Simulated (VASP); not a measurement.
# CdTe (F-43m) in VASP: further runs

Runs on CdTe. Level: LDA. Tasks: relaxation of cell and atoms, relaxation of the atoms.

Everything below comes from runs of VASP 6.6.1. Logs are shortened: lines on timing, memory, paths and dates and some standing lists are left out, and cuts for length are marked.

### Step 1. The crystal as given

The structure is cubic, space group F-43m (No. 216). Conventional cell: a = 6.423 Å, b = 6.423 Å, c = 6.423 Å, α = 90.00°, β = 90.00°, γ = 90.00°. Cd (site symmetry -43m) has 4 Te at 2.78 Å as nearest neighbours. Around Te (site symmetry -43m) lie 4 Cd at 2.78 Å.

### Step 2. Relaxation of cell and atoms, LDA

File INCAR:

```
SYSTEM = CdTe
PREC = Accurate
ENCUT = 600
EDIFF = 1E-7
ISMEAR = 0
SIGMA = 0.03
LREAL = .FALSE.
LASPH = .TRUE.
NELM = 80
ALGO = Normal
ISIF = 3
LWAVE = .FALSE.
LCHARG = .FALSE.
IBRION = 2
NSW = 90
EDIFFG = -0.005
```

File KPOINTS:

```
regular mesh
0
G
  8 8 8
  0 0 0
```

File POSCAR:

```
CdTe                                    
1.0
    0.0000000000      3.2114991918      3.2114991918
    3.2114991918     -0.0000000000      3.2114991918
    3.2114991918      3.2114991918      0.0000000000
  Cd              Te            
     1     1
Direct
     1.0000000000000000    1.0000000000000000    1.0000000000000000
     0.2500000000000000    0.2500000000000000    0.2500000000000000
```

Potentials or basis: VASP PAW LDA potentials, release 64 (Cd, Te).

Started as:

```sh
> cat potpaw_LDA.64/Cd/POTCAR potpaw_LDA.64/Te/POTCAR > POTCAR
> mpirun -np 1 vasp_std > vasp.out
```

OUTCAR:

```text
SYSTEM = CdTe
   PREC = Accurate
   ENCUT = 600
   EDIFF = 1E-7
   ISMEAR = 0
   LREAL = .FALSE.
   LASPH = .TRUE.
   NELM = 80
   ISIF = 3
   IBRION = 2
   NSW = 90
   EDIFFG = -0.005

 ion  position               nearest neighbor table
   1  0.000  0.000  0.000-   2 2.78   2 2.78   2 2.78   2 2.78
   2  0.250  0.250  0.250-   1 2.78   1 2.78   1 2.78   1 2.78

  LATTYP: Found a face centered cubic cell.
 ALAT       =     6.4229983836

  Lattice vectors:

 A1 = (   0.0000000000,   3.2114991918,   3.2114991918)
 A2 = (   3.2114991918,   0.0000000000,   3.2114991918)
 A3 = (   3.2114991918,   3.2114991918,   0.0000000000)

Analysis of symmetry for initial positions (statically):
=====================================================================
 Subroutine PRICEL returns:
 Original cell was already a primitive cell.

 Routine SETGRP: Setting up the symmetry group for a
 face centered cubic supercell.

 Subroutine GETGRP returns: Found 24 space group operations
 (whereof 24 operations were pure point group operations)
 out of a pool of 48 trial point group operations.

The static configuration has the point symmetry T_d .

Analysis of symmetry for dynamics (positions and initial velocities):
=====================================================================
 Subroutine PRICEL returns:
 Original cell was already a primitive cell.

 Routine SETGRP: Setting up the symmetry group for a
 face centered cubic supercell.

 Subroutine GETGRP returns: Found 24 space group operations
 (whereof 24 operations were pure point group operations)
 out of a pool of 48 trial point group operations.

The dynamic configuration has the point symmetry T_d .

 Subroutine INISYM returns: Found 24 space group operations
 (whereof 24 operations are pure point group operations),
 and found     1 'primitive' translations

----------------------------------------------------------------------------------------

                                     Primitive cell

  volume of cell :      66.2451

  direct lattice vectors                    reciprocal lattice vectors
     0.000000000  3.211499192  3.211499192    -0.155690526  0.155690526  0.155690526
     3.211499192  0.000000000  3.211499192     0.155690526 -0.155690526  0.155690526
     3.211499192  3.211499192  0.000000000     0.155690526  0.155690526 -0.155690526

  length of vectors
     4.541745713  4.541745713  4.541745713     0.269663902  0.269663902  0.269663902

  position of ions in fractional coordinates (direct lattice)
     0.000000000  0.000000000  0.000000000
     0.250000000  0.250000000  0.250000000

  ion indices of the primitive-cell ions
   primitive index   ion index
                 1           1
                 2           2

----------------------------------------------------------------------------------------

 KPOINTS: regular mesh

Automatic generation of k-mesh.
 Grid dimensions read from file:
 generate k-points for:    8    8    8

 Generating k-lattice:

  Cartesian coordinates                     Fractional coordinates (reciprocal lattice)
    -0.019461316  0.019461316  0.019461316     0.125000000  0.000000000  0.000000000
     0.019461316 -0.019461316  0.019461316     0.000000000  0.125000000  0.000000000
     0.019461316  0.019461316 -0.019461316     0.000000000  0.000000000  0.125000000

  Length of vectors
     0.033707988  0.033707988  0.033707988

  Shift w.r.t. Gamma in fractional coordinates (k-lattice)
     0.000000000  0.000000000  0.000000000

 Subroutine IBZKPT returns following result:
 ===========================================

 Found     29 irreducible k-points:

 Following reciprocal coordinates:
            Coordinates               Weight
  0.000000  0.000000  0.000000      1.000000
  0.125000  0.000000  0.000000      8.000000
  0.250000  0.000000  0.000000      8.000000
  0.375000  0.000000  0.000000      8.000000
  0.500000  0.000000  0.000000      4.000000
  0.125000  0.125000  0.000000      6.000000
[... 16 lines left out ...]
  0.500000  0.250000  0.125000     48.000000
 -0.375000  0.250000  0.125000     24.000000
 [... further k-points ...]
   k-points           NKPTS =     29   k-points in BZ     NKDIM =     29   number of bands    NBANDS=     13
   number of dos      NEDOS =    301   number of ions     NIONS =      2
   total plane-waves  NPLWV =  46656
   dimension x,y,z NGX =    36 NGY =   36 NGZ =   36
   dimension x,y,z NGXF=    72 NGYF=   72 NGZF=   72
   ions per type =               1   1
   NGX,Y,Z   is equivalent  to a cutoff of  13.18, 13.18, 13.18 a.u.
   NGXF,Y,Z  is equivalent  to a cutoff of  26.35, 26.35, 26.35 a.u.
 SYSTEM =  CdTe
   PREC   = accura    normal or accurate (medium, high low for compatibility)
   ISTART =      0    job   : 0-new  1-cont  2-samecut
   ICHARG =      2    charge: 1-file 2-atom 10-const
   ISPIN  =      1    spin polarized calculation?
   LNONCOLLINEAR =      F non collinear calculations
   LSORBIT =      F    spin-orbit coupling
   LASPH  =      T    aspherical Exc in radial PAW
   ENCUT  =  600.0 eV  44.10 Ry    6.64 a.u.   9.07  9.07  9.07*2*pi/ulx,y,z
   NELM   =     80;   NELMIN=  2; NELMDL= -5     # of ELM steps
   EDIFF  = 0.1E-06   stopping-criterion for ELM
   LREAL  =      F    real-space projection
   EDIFFG = -.5E-02   stopping-criterion for IOM
   NSW    =     90    number of steps for IOM
   IBRION =      2    ionic relax: 0-MD 1-quasi-New 2-CG
   NFREE  =      1    steps in history (QN), initial steepest desc. (CG)
   ISIF   =      3    stress and relaxation
   ISYM   =      2    0-nonsym 1-usesym 2-fastsym
   POTIM  = 0.5000    time-step for ionic-motion
   TEBEG  =    0.0;   TEEND  =   0.0 temperature during run
   PSTRESS=    0.0 pullay stress
   NELECT =      18.0000    total number of electrons
   NUPDOWN=      -1.0000    fix difference up-down
   EMIN   =  10.00;   EMAX   =-10.00  energy-range for DOS
   EFERMI =   0.00;   METHOD = LEGACY
   ISMEAR =     0;   SIGMA  =   0.03  broadening in eV -4-tet -1-fermi 0-gaus
   EFERMI_NEDOS =   21; number of points for ismear=-14 and -15
   IALGO  =     38    algorithm
   IMIX   =      4    mixing-type and parameters
     AMIX     =   0.40;   BMIX     =  1.00
     AMIX_MAG =   1.60;   BMIX_MAG =  1.00
  volume/ion in A,a.u.               =      33.12       223.52
  Fermi-wavevector in a.u.,A,eV,Ry     =   1.060347  2.003765 15.297505  1.124335
  Thomas-Fermi vector in A             =   2.195724
   LORBIT       =      0    0 simple, 1 ext, 2 COOP (PROOUT), +10 PAW based schemes
   GGA     = CA    functional components
   LHFCALC =     F    Hartree Fock is set to
   AEXX    =    0.0000 exact exchange contribution
   IVDW    =     0    specifies the selected vdW correction
   LEPSILON=     F    determine dielectric tensor
   LRPA    =     F    only Hartree local field effects (RPA)
 conjugate gradient relaxation of ions
 non-spin polarized calculation
 Gauss-broadening in eV      SIGMA  =   0.03
  energy-cutoff  :      600.00
  volume of cell :       66.25
 maximum number of plane-waves:      2229
   NGX = 19   NGY = 19   NGZ = 19

--------------------------------------- Ionic step        1  -------------------------------------------

 number of electron      17.9999994 magnetization

 Free energy of the ion-electron system (eV)
  ---------------------------------------------------
  ext. energy  EPLUGINS =         0.00000000
  ---------------------------------------------------
  free energy    TOTEN  =        -6.05087048 eV

  energy without entropy =       -6.05087048  energy(sigma->0) =       -6.05087048

------------------------ aborting loop because EDIFF is reached ----------------------------------------

  FORCE on cell =-STRESS in cart. coord.  units (eV):
  Direction    XX          YY          ZZ          XY          YZ          ZX
  --------------------------------------------------------------------------------------
  -------------------------------------------------------------------------------------
  Total       -0.0347711     -0.0347711     -0.0347711     -0.0000000      0.0000000     -0.0000000
  in kB       -0.8409610     -0.8409610     -0.8409610     -0.0000000      0.0000000     -0.0000000
  external PRESSURE =      -0.8409610 kB  Pullay stress =       0.0000000 kB
[... 57 lines left out ...]
  energy  without entropy=       -6.0508898570  energy(sigma->0) =       -6.05088986

--------------------------------------- Ionic step        3  -------------------------------------------

 number of electron      17.9999995 magnetization

 Free energy of the ion-electron system (eV)
  ---------------------------------------------------
  ext. energy  EPLUGINS =         0.00000000
  ---------------------------------------------------
  free energy    TOTEN  =        -6.05089667 eV

  energy without entropy =       -6.05089667  energy(sigma->0) =       -6.05089667

 E-fermi :   2.5685     XC(G=0):  -9.0703

 val. band max:        2.4229381107   @ k =   0.0000   0.0000   0.0000
 cond. band min:       3.0623054801   @ k =   0.0000   0.0000   0.0000
 fundamental gap:      0.6393673694
 Fermi energy:         2.5684560446

 k-point     1 :       0.0000    0.0000    0.0000
  band No.  band energies     occupation
      1      -8.9852      2.00000
      2      -5.9727      2.00000
      3      -5.9727      2.00000
      4      -5.9727      2.00000
      5      -5.6869      2.00000
      6      -5.6869      2.00000
      7       2.4229      2.00000
      8       2.4229      2.00000
      9       2.4229      2.00000
     10       3.0623      0.00000
     11       6.9041      0.00000
     12       6.9041      0.00000
     13       6.9041      0.00000
[... 353 lines left out ...]
 k-point    24 :      -0.3750    0.2500    0.1250
  band No.  band energies     occupation
      1      -8.4879      2.00000
      2      -5.8768      2.00000
      3      -5.8623      2.00000
      4      -5.7055      2.00000
      5      -5.6817      2.00000
      6      -5.2162      2.00000
      7      -2.0373      2.00000
      8       0.2144      2.00000
      9       1.0637      2.00000
     10       5.5989      0.00000
     11       6.8577      0.00000
     12       8.3385      0.00000
     13       9.5428      0.00000

 [... further k-points ...]
[... 5 lines left out ...]
  --------------------------------------------------------------------------------------
  -------------------------------------------------------------------------------------
  Total        0.0005107      0.0005107      0.0005107     -0.0000000     -0.0000000     -0.0000000
  in kB        0.0123713      0.0123713      0.0123713     -0.0000000     -0.0000000     -0.0000000
  external PRESSURE =       0.0123713 kB  Pullay stress =       0.0000000 kB
[... 17 lines left out ...]
  FREE ENERGIE OF THE ION-ELECTRON SYSTEM (eV)
  ---------------------------------------------------
  free  energy   TOTEN  =        -6.0508966668 eV

  energy  without entropy=       -6.0508966668  energy(sigma->0) =       -6.05089667

 reached required accuracy - stopping structural energy minimisation
```

Run time: 26 s. Hardware: 1 thread of Intel Xeon Platinum 8488C (Sapphire Rapids), shared host; peak memory 0.2 GiB.

What came out:

| Property | Result |
| --- | --- |
| Free energy | -6.0509 eV |
| Relaxed volume | 33.07 Å³/atom |
| Relaxed cell | a = 4.539 Å, b = 4.539 Å, c = 4.539 Å, α = 60.00°, β = 60.00°, γ = 60.00° |
| Space group after relaxing (to 0.05 Å) | F-43m (No. 216) |
| Energy gained by relaxing | 0.0 meV/atom |
| Ionic steps | 3 |
| Pressure after relaxing | 0.0 GPa |
| Band gap on the k mesh | 0.64 eV, direct |

Final structure:
```
Cd Te
1.0
     0.00000    3.20980    3.20980
     3.20980    0.00000    3.20980
     3.20980    3.20980    0.00000
Cd Te
1 1
Direct
  0.00000 0.00000 0.00000
  0.25000 0.25000 0.25000
```

Levels at points of the mesh, in eV from the valence-band top:
```csv
k point,band 7,band 8,band 9,band 10,band 11,band 12
"(0.00, 0.00, 0.00)",0.00,0.00,0.00,0.64,4.48,4.48
"(0.50, 0.00, 0.00)",-4.67,-0.83,-0.83,1.69,5.08,5.08
"(0.50, 0.50, 0.00)",-4.52,-1.99,-1.99,2.38,2.54,8.80
```

Caveat: spin-orbit coupling is left out, which moves the levels of the heavy elements.

### Step 3. Relaxation of the atoms, LDA (a relaxed cell with its volume scaled by 0.94)

INCAR: that of step 2 with these lines changed.

```diff
@@ -10,3 +10,3 @@
 ALGO = Normal
-ISIF = 3
+ISIF = 2
 LWAVE = .FALSE.
@@ -14,3 +14,3 @@
 IBRION = 2
-NSW = 90
-EDIFFG = -0.005
+NSW = 40
+EDIFFG = -0.01
```

KPOINTS is that of step 2.

File POSCAR:

```
CdTe                                    
1.0
   -0.0000000000      3.1442711327      3.1442711327
    3.1442711327      0.0000000000      3.1442711327
    3.1442711327      3.1442711327     -0.0000000000
  Cd              Te            
     1     1
Direct
     0.0000000000000000    0.0000000000000000    0.0000000000000000
     0.2500000000000000    0.2500000000000000    0.2500000000000000
```

Potentials or basis: VASP PAW LDA potentials, release 64 (Cd, Te).

Started as:

```sh
> cat potpaw_LDA.64/Cd/POTCAR potpaw_LDA.64/Te/POTCAR > POTCAR
> mpirun -np 1 vasp_std > vasp.out
```

OUTCAR:

```text
SYSTEM = CdTe
   PREC = Accurate
   ENCUT = 600
   EDIFF = 1E-7
   ISMEAR = 0
   LREAL = .FALSE.
   LASPH = .TRUE.
   NELM = 80
   ISIF = 2
   IBRION = 2
   NSW = 40
   EDIFFG = -0.01

 ion  position               nearest neighbor table
   1  0.000  0.000  0.000-   2 2.72   2 2.72   2 2.72   2 2.72
   2  0.250  0.250  0.250-   1 2.72   1 2.72   1 2.72   1 2.72

  LATTYP: Found a face centered cubic cell.
 ALAT       =     6.2885422654

  Lattice vectors:

 A1 = (   0.0000000000,   3.1442711327,   3.1442711327)
 A2 = (   3.1442711327,   0.0000000000,   3.1442711327)
 A3 = (   3.1442711327,   3.1442711327,   0.0000000000)

Analysis of symmetry for initial positions (statically):
=====================================================================
 Subroutine PRICEL returns:
 Original cell was already a primitive cell.

 Routine SETGRP: Setting up the symmetry group for a
 face centered cubic supercell.

 Subroutine GETGRP returns: Found 24 space group operations
 (whereof 24 operations were pure point group operations)
 out of a pool of 48 trial point group operations.

The static configuration has the point symmetry T_d .

Analysis of symmetry for dynamics (positions and initial velocities):
=====================================================================
 Subroutine PRICEL returns:
 Original cell was already a primitive cell.

 Routine SETGRP: Setting up the symmetry group for a
 face centered cubic supercell.

 Subroutine GETGRP returns: Found 24 space group operations
 (whereof 24 operations were pure point group operations)
 out of a pool of 48 trial point group operations.

The dynamic configuration has the point symmetry T_d .

 Subroutine INISYM returns: Found 24 space group operations
 (whereof 24 operations are pure point group operations),
 and found     1 'primitive' translations
[... 117 lines left out ...]
  Fermi-wavevector in a.u.,A,eV,Ry     =   1.083018  2.046607 15.958654  1.172928
  Thomas-Fermi vector in A             =   2.219074
   LORBIT       =      0    0 simple, 1 ext, 2 COOP (PROOUT), +10 PAW based schemes
   GGA     = CA    functional components
   LHFCALC =     F    Hartree Fock is set to
   AEXX    =    0.0000 exact exchange contribution
   IVDW    =     0    specifies the selected vdW correction
   LEPSILON=     F    determine dielectric tensor
   LRPA    =     F    only Hartree local field effects (RPA)
 conjugate gradient relaxation of ions
 non-spin polarized calculation
 Gauss-broadening in eV      SIGMA  =   0.03
  energy-cutoff  :      600.00
  volume of cell :       62.17
 maximum number of plane-waves:      2120
   NGX = 17   NGY = 17   NGZ = 17

 number of electron      18.0000004 magnetization

 Free energy of the ion-electron system (eV)
  ---------------------------------------------------
  ext. energy  EPLUGINS =         0.00000000
  ---------------------------------------------------
  free energy    TOTEN  =        -6.01123378 eV

  energy without entropy =       -6.01123378  energy(sigma->0) =       -6.01123378

 E-fermi :   3.1919     XC(G=0):  -9.3409

 val. band max:        3.0408709483   @ k =   0.0000   0.0000   0.0000
 cond. band min:       3.8739119611   @ k =   0.0000   0.0000   0.0000
 fundamental gap:      0.8330410128
 Fermi energy:         3.1919435517

 k-point     1 :       0.0000    0.0000    0.0000
  band No.  band energies     occupation
      1      -8.7623      2.00000
      2      -5.6150      2.00000
      3      -5.6150      2.00000
      4      -5.6150      2.00000
      5      -5.2775      2.00000
      6      -5.2775      2.00000
      7       3.0409      2.00000
      8       3.0409      2.00000
      9       3.0409      2.00000
     10       3.8739      0.00000
     11       7.4666      0.00000
     12       7.4666      0.00000
     13       7.4666      0.00000
[... 354 lines left out ...]
  band No.  band energies     occupation
      1      -8.1925      2.00000
      2      -5.5028      2.00000
      3      -5.4845      2.00000
      4      -5.3014      2.00000
      5      -5.2724      2.00000
      6      -4.7341      2.00000
      7      -1.7691      2.00000
      8       0.6030      2.00000
      9       1.5143      2.00000
     10       6.3433      0.00000
     11       7.3980      0.00000
     12       9.0498      0.00000
     13      10.3197      0.00000

 [... further k-points ...]
[... 5 lines left out ...]
  --------------------------------------------------------------------------------------
  -------------------------------------------------------------------------------------
  Total        1.2837423      1.2837423      1.2837423     -0.0000000      0.0000000      0.0000000
  in kB       33.0825107     33.0825107     33.0825107     -0.0000000      0.0000000      0.0000000
  external PRESSURE =      33.0825107 kB  Pullay stress =       0.0000000 kB

 VOLUME and BASIS-vectors are now :
 -----------------------------------------------------------------------------
  energy-cutoff  :      600.00
  volume of cell :       62.17
      direct lattice vectors                 reciprocal lattice vectors
     0.000000000  3.144271133  3.144271133    -0.159019365  0.159019365  0.159019365
     3.144271133  0.000000000  3.144271133     0.159019365 -0.159019365  0.159019365
     3.144271133  3.144271133  0.000000000     0.159019365  0.159019365 -0.159019365

 POSITION                                       TOTAL-FORCE (eV/Angst)
 -----------------------------------------------------------------------------------
      0.00000      0.00000      0.00000        -0.000000      0.000000      0.000000
      1.57214      1.57214      1.57214         0.000000     -0.000000     -0.000000
 -----------------------------------------------------------------------------------
    total drift:                                0.000000      0.000000      0.000000

  FREE ENERGIE OF THE ION-ELECTRON SYSTEM (eV)
  ---------------------------------------------------
  free  energy   TOTEN  =        -6.0112337811 eV

  energy  without entropy=       -6.0112337811  energy(sigma->0) =       -6.01123378

 reached required accuracy - stopping structural energy minimisation
```

CONTCAR:

```text
CdTe
   1.00000000000000
     0.0000000000000000    3.1442711327000001    3.1442711327000001
     3.1442711327000001    0.0000000000000000    3.1442711327000001
     3.1442711327000001    3.1442711327000001    0.0000000000000000
  Cd              Te
     1     1
Direct
     0.0000000000000000    0.0000000000000000    0.0000000000000000
     0.2500000000000000    0.2500000000000000    0.2500000000000000

  0.00000000E+00  0.00000000E+00  0.00000000E+00
  0.00000000E+00  0.00000000E+00  0.00000000E+00
```

It took 14 s on 1 thread of Intel Xeon Platinum 8488C (Sapphire Rapids), shared host; peak memory 0.18 GiB.

What came out:

```
Free energy             : -6.0112 eV
Pressure after relaxing : 3.3 GPa
Band gap on the k mesh  : 0.83 eV, direct
```

Final structure:
```
Cd Te
1.0
     0.00000    3.14427    3.14427
     3.14427    0.00000    3.14427
     3.14427    3.14427    0.00000
Cd Te
1 1
Direct
  0.00000 0.00000 0.00000
  0.25000 0.25000 0.25000
```

Caveat: the relaxation stopped at its first step, so nothing moved; spin-orbit coupling is left out, which moves the levels of the heavy elements.
